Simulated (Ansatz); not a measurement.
Which element?

Cell vectors (Å):

```
0.0000 2.5810 2.5810
2.5810 0.0000 2.5810
2.5810 2.5810 0.0000
```

```tsv
atom	a	b	c
X	0.0000	0.0000	0.0000
Se	0.7500	0.7500	0.7500
```

Computed with r²SCAN, PAW on Ansatz 0.2.0's default frozen-core files (fitted under PBE), scalar-relativistic. k mesh 8×8×8, strains of ±0.008, fixed occupations.

Elastic constants of a crystal by Kohn-Sham DFT: slopes of the stress over finite engineering strains of the given cell, Voigt indices, Cartesian axes as in the cell vectors.

| index | elastic (GPa) |
| --- | --- |
| 11 | 134.8 |
| 12 | 52.2 |
| 44 | 70.6 |

Question: All X atoms are one element. Which one was computed?

Answer: Be; the crystal is BeSe (F-43m).

Known limits: frozen-core PAW files fitted under PBE, their cores solved anew for the functional of the run; constants at zero field, no piezoelectric stiffening.
